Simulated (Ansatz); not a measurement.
# Equation of state of PbS

```cif
data_structure
_symmetry_space_group_name_H-M 'Fm-3m'
_symmetry_Int_Tables_number 225
_cell_length_a 5.9300
_cell_length_b 5.9300
_cell_length_c 5.9300
_cell_angle_alpha 90.000
_cell_angle_beta 90.000
_cell_angle_gamma 90.000
_cell_volume 208.53
loop_
_atom_site_label
_atom_site_type_symbol
_atom_site_symmetry_multiplicity
_atom_site_Wyckoff_symbol
_atom_site_fract_x
_atom_site_fract_y
_atom_site_fract_z
_atom_site_occupancy
Pb1 Pb 4 a 0.00000 0.00000 0.00000 1
S1 S 4 b 0.50000 0.00000 0.00000 1
```

The runs use the primitive cell with vectors (0.000, 2.965, 2.965), (2.965, 0.000, 2.965), (2.965, 2.965, 0.000) Å, to which the k mesh refers.

The geometry is COD entry 9000001, unchecked; take it as a test cell.

No spin–orbit coupling, which matters for the heavy atoms here.

Methods: DFT, LDA, all-electron LAPW, scalar-relativistic (Ansatz 0.2.0); DFT, LDA, PAW with Ansatz's default frozen-core files, scalar-relativistic (Ansatz 0.2.0).

For LAPW: a Γ-centred 8×8×8 k mesh, Fermi–Dirac smearing of 0.01 eV, basis error target 0.5 meV/atom, no spin polarisation. PAW takes a cutoff of 420 eV at this cell (files made with PBE, cores remade for this functional). The Ansatz runs share mesh, smearing and spin set-up. Plane-wave (PAW) pressures include the program's estimate of the Pulay term.

The cell above is scaled evenly, with fractional coordinates and shape held.

Q: Estimate the equilibrium volume and bulk modulus that full-potential LAPW gives for this fixed shape.

A: V0 = 24.96 Å³/atom, B0 = 63 GPa, B0′ = 3.7, from a third-order Birch–Murnaghan fit to these pressures:
| V/V(cell) | V (Å³/atom) | P, LAPW (GPa) | P, PAW (GPa) | free energy over the lowest listed, PAW (meV/atom) |
| --- | --- | --- | --- | --- |
| 0.9400 | 24.502 | 1.15 | 1.15 | 1.7 |
| 0.9500 | 24.763 | 0.53 | 0.52 | 0.3 |
| 0.9600 | 25.023 | -0.13 | -0.14 | 0.0 |
| 0.9750 | 25.414 | -1.09 | -1.11 | 1.5 |
| 0.9800 | 25.545 | -1.40 | -1.41 | 2.6 |
| 0.9900 | 25.805 | -1.98 | -2.00 | 5.3 |
| 1.0000 | 26.066 | -2.53 | -2.55 | 9.0 |
| 1.0100 | 26.327 | -3.06 | -3.07 | 13.6 |
| 1.0200 | 26.587 | -3.55 | -3.57 | 19.0 |
| 1.0250 | 26.718 | -3.79 | -3.80 | 22.0 |
| 1.0400 | 27.109 | -4.47 | -4.48 | 32.1 |
| 1.0500 | 27.369 | -4.88 | -4.90 | 39.8 |
| 1.0600 | 27.630 | -5.28 | -5.29 | 48.0 |

PAW's V0 lies -0.02 % from the all-electron value and its B0 0.3 %. Symmetry fixes shape and coordinates here, so this is the relaxed modulus.
